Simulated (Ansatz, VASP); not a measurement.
Two plane-wave programs on Cu

INCAR

```
SYSTEM = Cu
ALGO = Fast
EDIFF = 1E-6
EDIFFG = -0.002
ENCUT = 600
IBRION = 2
ISIF = 3
ISMEAR = 0
LASPH = .True.
LCHARG = .False.
LREAL = .False.
LWAVE = .False.
NELM = 60
NSW = 100
PREC = Accurate
SIGMA = 0.1
```

File KPOINTS:

```
k-points
0
Gamma
  20 20 20
  0 0 0
```

File POSCAR:

```
Cu
1.0
    0.0000000000      1.7598111923      1.7598111923
    1.7598111923      0.0000000000      1.7598111923
    1.7598111923      1.7598111923      0.0000000000
Cu
1
Direct
    0.0000000000      0.0000000000      0.0000000000
```

Input for Ansatz:

```yaml
crystal:
  lattice:
    - [0.0, 1.7598111923, 1.7598111923]
    - [1.7598111923, 0.0, 1.7598111923]
    - [1.7598111923, 1.7598111923, 0.0]
  atoms:
    - { symbol: Cu, position: [0.0, 0.0, 0.0] }
basis:
  ecutwfc: 420
kpoints:
  mp_grid: { grid: [20, 20, 20] }
hamiltonian:
  xc: lda
  pseudopotentials: { kind: paw, azcp: { folder: soft_1 } }
scf:
  occupations: { method: gaussian, width: 0.1 }
output:
  forces: true
  stress: true
  eigenvalues: true
  write_density: true
  write_potential: true
  elf: true
  volumetric_format: npy
relax:
  adjacent_minimum: "off"
  f_tol: 0.002
  max_steps: 80
  cell: { stress_tol: 0.02 }
```

Alike in both runs: task relaxation of cell and atoms; functional LDA; k mesh 20 × 20 × 20; occupations gaussian, width 0.1 eV; no spin polarisation.

|  | VASP | Ansatz |
| --- | --- | --- |
| version | VASP 6.6.1 | Ansatz 0.2.0 |
| potentials or method | VASP PAW LDA potentials, release 64 (Cu) | scalar-relativistic, plane waves, PAW |
| plane-wave cutoff (eV) | 600 | 420 |
| valence electrons in the cell | 11 | 19 |

VASP gave:

* gap on the k mesh at the Fermi level, each at its own relaxed structure (eV): none
* relaxed volume (Å³/atom): 10.95
* relaxed cell length with the largest relative difference (Å): 2.492

Question: What did Ansatz give for the same quantities?

Answer: gap on the k mesh at the Fermi level, each at its own relaxed structure (eV): none; relaxed volume (Å³/atom): 10.88; relaxed cell length with the largest relative difference (Å): 2.488.

A gap of «none» marks a metal or a gap that the smearing closes. The two sets of potentials don't hold the same shells in valence. Ansatz warned: «pseudo_functional_mismatch».
